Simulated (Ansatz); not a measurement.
HgTe:

```
Hg Te
1.0
    -3.04560    3.04560    1.55941
     3.04560   -3.04560    1.55941
     3.04560    3.04560   -1.55941
Hg Te
1 1
Direct
  0.75000 0.25000 0.50000
  0.00000 0.00000 0.00000
```

Measurements of this composition are mostly on another form, of space group No. 216.

```yaml
Program: Ansatz 0.2.0
Task: relaxation of cell and atoms
Functional: RPBE
Potentials_or_basis: Ansatz PAW
Cutoff: "420 eV (not typed: the program's choice for these potentials)"
k_mesh: 10 × 10 × 10
Occupations: fermi-dirac, width 0.05 eV
Spin: no spin polarisation
```

At the start: volume 28.93 Å³/atom.

Question: Where does the relaxation end?

Answer: It ends after 6 steps and the volume is 30.01 Å³/atom (+3.7 %); space group I-4m2 (No. 119, to 0.05 Å).

Step by step:
```
step  energy change (eV)  largest force (eV/Å)  volume (Å³)
   1              0.0000                0.0000        57.86
   2             -0.0487                0.0000        60.48
   3             -0.0569                0.0000        60.41
   4             -0.0575                0.0000        60.07
   5             -0.0575                0.0000        60.03
   6             -0.0580                0.0000        60.03
```

Final structure:
```xyz
2
Lattice="-3.0040 3.0040 1.6630 3.0040 -3.0040 1.6630 3.0040 3.0040 -1.6630" Properties=species:S:1:pos:R:3 pbc="T T T"
Hg    0.0000    3.0040    0.8315
Te    0.0000    0.0000    0.0000
```

Caveat: the plane-wave basis is chosen anew once the cell has moved, so the energies of steps on either side of that aren't comparable; the PAW data sets come from PBE, with cores solved anew for the run's functional, which leaves a small shift of forces and pressure.
